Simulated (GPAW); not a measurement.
# Sn (Fd-3m) in GPAW: further runs, part 2 of 2

GPAW 26.7.0. Earlier steps stand in the parts before.

## (6) Single point, PBE

run.py reads:

```python
import spglib
from ase import Atoms
from ase.dft.bandgap import bandgap
from ase.io import read, write
from ase.units import GPa
from gpaw import GPAW, PW

atoms = read('Sn.cif')
cell, positions, numbers = spglib.find_primitive(
    (atoms.cell[:], atoms.get_scaled_positions(), atoms.numbers), symprec=1e-4)
atoms = Atoms(numbers, cell=cell, scaled_positions=positions, pbc=True)

calc = GPAW(mode=PW(250),
            xc='PBE',
            kpts={'size': (6, 6, 6), 'gamma': True},
            occupations={'name': 'fermi-dirac', 'width': 0.05},
            nbands=24,
            convergence={'density': 1e-05, 'energy': 1e-05},
            maxiter=75,
            txt='gpaw.txt')
atoms.calc = calc
energy = atoms.get_potential_energy()
forces = atoms.get_forces()
stress = atoms.get_stress()
calc.write('gs.gpw')
write('result.traj', atoms)
print(f'Energy: {energy:.6f} eV')
print('Forces (eV/A):')
print(forces.round(4))
print('Stress (GPa):', (stress / GPa).round(3))
print('Fermi level:', round(calc.get_fermi_level(), 4), 'eV')
print(f'Gap: {bandgap(calc)[0]:.4f} eV, direct: {bandgap(calc, direct=True)[0]:.4f} eV')
```

Sn.cif reads:

```cif
data_Sn
_cell_length_a 6.46668560
_cell_length_b 6.46668560
_cell_length_c 6.46668560
_cell_angle_alpha 90.00000000
_cell_angle_beta 90.00000000
_cell_angle_gamma 90.00000000
_space_group_name_H-M_alt 'Fd-3m'
_space_group_name_Hall 'F 4d 2 3 -1d'
_space_group_IT_number 227
loop_
_space_group_symop_operation_xyz
'x,y,z'
'-y+1/4,x+1/4,z+1/4'
'-x,-y+1/2,z+1/2'
'y+3/4,-x+1/4,z+3/4'
'x,-y,-z'
'-y+1/4,-x+3/4,-z+3/4'
'-x,y+1/2,-z+1/2'
'y+3/4,x+3/4,-z+1/4'
'z,x,y'
'z+1/4,-y+1/4,x+1/4'
'z+1/2,-x,-y+1/2'
'z+3/4,y+3/4,-x+1/4'
'-z,x,-y'
'-z+3/4,-y+1/4,-x+3/4'
'-z+1/2,-x,y+1/2'
'-z+1/4,y+3/4,x+3/4'
'y,z,x'
'x+1/4,z+1/4,-y+1/4'
'-y+1/2,z+1/2,-x'
'-x+1/4,z+3/4,y+3/4'
'-y,-z,x'
'-x+3/4,-z+3/4,-y+1/4'
'y+1/2,-z+1/2,-x'
'x+3/4,-z+1/4,y+3/4'
'-x+1/4,-y+1/4,-z+1/4'
'y,-x,-z'
'x+1/4,y+3/4,-z+3/4'
'-y+1/2,x,-z+1/2'
'-x+1/4,y+1/4,z+1/4'
'y,x+1/2,z+1/2'
'x+1/4,-y+3/4,z+3/4'
'-y+1/2,-x+1/2,z'
'-z+1/4,-x+1/4,-y+1/4'
'-z,y,-x'
'-z+3/4,x+1/4,y+3/4'
'-z+1/2,-y+1/2,x'
'z+1/4,-x+1/4,y+1/4'
'z+1/2,y,x+1/2'
'z+3/4,x+1/4,-y+3/4'
'z,-y+1/2,-x+1/2'
'-y+1/4,-z+1/4,-x+1/4'
[... 89 lines left out ...]
'-z+1/4,x+1/4,y+1/4'
'-z,-y+1/2,x+1/2'
'z+3/4,-x+1/4,y+3/4'
'z,y,x'
'z+1/4,x+1/4,-y+1/4'
'z+1/2,-y+1/2,-x'
'-y+3/4,-z+1/4,-x+3/4'
'-x+1/2,-z,y+1/2'
'y+1/4,-z+3/4,x+3/4'
'x+1/2,-z+1/2,-y'
'y+3/4,z+1/4,-x+3/4'
'x,z+1/2,y+1/2'
'-y+1/4,z+3/4,x+3/4'
'-x,z,-y'
'x+1/2,y+1/2,z'
'-y+3/4,x+3/4,z+1/4'
'-x+1/2,-y,z+1/2'
'y+1/4,-x+3/4,z+3/4'
'x+1/2,-y+1/2,-z'
'-y+3/4,-x+1/4,-z+3/4'
'-x+1/2,y,-z+1/2'
'y+1/4,x+1/4,-z+1/4'
'z+1/2,x+1/2,y'
'z+3/4,-y+3/4,x+1/4'
'z,-x+1/2,-y+1/2'
'z+1/4,y+1/4,-x+1/4'
'-z+1/2,x+1/2,-y'
'-z+1/4,-y+3/4,-x+3/4'
'-z,-x+1/2,y+1/2'
'-z+3/4,y+1/4,x+3/4'
'y+1/2,z+1/2,x'
'x+3/4,z+3/4,-y+1/4'
'-y,z,-x'
'-x+3/4,z+1/4,y+3/4'
'-y+1/2,-z+1/2,x'
'-x+1/4,-z+1/4,-y+1/4'
'y,-z,-x'
'x+1/4,-z+3/4,y+3/4'
'-x+3/4,-y+3/4,-z+1/4'
'y+1/2,-x+1/2,-z'
'x+3/4,y+1/4,-z+3/4'
'-y,x+1/2,-z+1/2'
'-x+3/4,y+3/4,z+1/4'
'y+1/2,x,z+1/2'
'x+3/4,-y+1/4,z+3/4'
'-y,-x,z'
'-z+3/4,-x+3/4,-y+1/4'
'-z+1/2,y+1/2,-x'
'-z+1/4,x+3/4,y+3/4'
'-z,-y,x'
'z+3/4,-x+3/4,y+1/4'
'z,y+1/2,x+1/2'
'z+1/4,x+3/4,-y+3/4'
'z+1/2,-y,-x+1/2'
'-y+3/4,-z+3/4,-x+1/4'
'-x+1/2,-z+1/2,y'
'y+1/4,-z+1/4,x+1/4'
'x+1/2,-z,-y+1/2'
'y+3/4,z+3/4,-x+1/4'
'x,z,y'
'-y+1/4,z+1/4,x+1/4'
'-x,z+1/2,-y+1/2'
loop_
_atom_site_label
_atom_site_type_symbol
_atom_site_symmetry_multiplicity
_atom_site_Wyckoff_symbol
_atom_site_fract_x
_atom_site_fract_y
_atom_site_fract_z
_atom_site_occupancy
Sn1 Sn 8 a 0.2500000000 0.2500000000 0.2500000000 1
```

Potentials or basis: GPAW PAW data sets (gpaw-data 1.2.1), pw.

The run is started by

```bash
$ OMP_NUM_THREADS=1 python run.py
```

gpaw.txt:

```text
__  _  _
 | _ |_)|_||  |
 |__||  | ||/\| - 26.7.0

Input parameters:
  mode=PW(ecut=250.0),
  convergence={'density': 1e-05, 'energy': 1e-05},
  kpts=MonkhorstPack(size=(6, 6, 6), gamma=True),
  maxiter=75,
  nbands=24,
  occupations=Occupations(name='fermi-dirac', width=0.05),
  xc=XC(name='PBE')

Diagonalizing LCAO Hamiltonian
Converting LCAO to pw mode

            Sn

       Sn

Atoms  # Å, Bohr magnetons
|   | symbol |        x |        y |        z |    initial magnetic moments |
|---|--------|----------|----------|----------|-----------------------------|
| 0 |     Sn | 1.616671 | 1.616671 | 1.616671 | ( 0.0000,  0.0000,  0.0000) |
| 1 |     Sn | 0.000000 | 0.000000 | 0.000000 | ( 0.0000,  0.0000,  0.0000) |

Unit cell  # Å
| periodic |        x |        y |        z |  lengths |    angles |
|----------|----------|----------|----------|----------|-----------|
|      yes | 0.000000 | 3.233343 | 3.233343 | 4.572637 | 60.000000 |
|      yes | 3.233343 | 0.000000 | 3.233343 | 4.572637 | 60.000000 |
|      yes | 3.233343 | 3.233343 | 0.000000 | 4.572637 | 60.000000 |

[... 151 lines left out ...]

Energy contributions:
  Kinetic:          50.228127
  Coulomb:         -46.839687
  Zero:              0.983701
  External:          0.000000
  Xc:              -10.869740
  Entropy:          -0.002165
  Spinorbit:         0.000000
  ----------------------------
  Free energy:      -6.499764
  Extrapolated:     -6.498681

dipole moment: (-25.839665, -25.839665, -25.839665)  # |e|*Ang

Fermi level: 5.069
Eigenvalues  # (at kpt = [0.000, 0.000, 0.000])
| band index |      eig [eV] | occ [0-2] |
|------------|---------------|-----------|
|          0 |       -16.394 |     2.000 |
|        ... |               |           |
|          4 |       -16.338 |     2.000 |
|          5 |       -16.008 |     2.000 |
|          6 |       -16.008 |     2.000 |
|          7 |       -16.008 |     2.000 |
|          8 |       -15.996 |     2.000 |
|          9 |       -15.996 |     2.000 |
[... 8 lines left out ...]
|         18 |        10.127 |     0.000 |
|         19 |        13.071 |     0.000 |
|        ... |               |           |
|         23 |        13.434 |     0.000 |

No gap
No difference between direct/indirect transitions

Forces  # eV/Ang
|        x |       y |        z |
|----------|---------|----------|
| -0.00000 | 0.00000 | -0.00000 |  # Sn   0
|  0.00000 | 0.00000 | -0.00000 |  # Sn   1

Stress tensor  # eV/Ang^3
|         x |         y |         z |
|-----------|-----------|-----------|
| -0.014005 |  0.000000 |  0.000000 |
|  0.000000 | -0.014005 |  0.000000 |
|  0.000000 |  0.000000 | -0.014005 |

# Writing to gs.gpw (mode='')
```

It took 7.2 s on 1 thread of Arm Neoverse V1, shared host; peak memory 0.13 GiB.

The run converged, but some of its settings lie outside the range that counts as converged, so its numbers aren't taken as properties of the crystal.

Results:

```
Free energy            : -6.4998 eV
Pressure               : 2.2 GPa
Band gap on the k mesh : none (metal or under the smearing width)
```

Caveat: the cutoff is short for stress and forces, so pressures can be off by a GPa or more.

## (7) Summary

| level | potentials or basis | cell | k mesh | cutoff (eV) | smearing | maxiter | other keys | gap on the mesh (eV) | pressure (GPa) |
| --- | --- | --- | --- | --- | --- | --- | --- | --- | --- |
| PBE | GPAW PAW data sets (gpaw-data 1.2.1), pw | the cell as VASP's run set it | 7 × 7 × 7 | 600 | gaussian 0.05 eV | 150 | - | none | 3.5 |
| RPBE | the program's PAW data sets (release 1.2.1) made for this functional, pw | the cell as VASP's run set it | 7 × 7 × 7 | 600 | gaussian 0.1 eV | 150 | - | none | 4.9 |
| PBE | GPAW PAW data sets (gpaw-data 1.2.1), pw | as given | 6 × 6 × 6 | 900 | fermi-dirac 0.05 eV | 50 | several, not listed | none | 3.6 |

Alike in all rows: task single point; no spin polarisation.

Absolute energies hang on the potentials; compare differences alone.
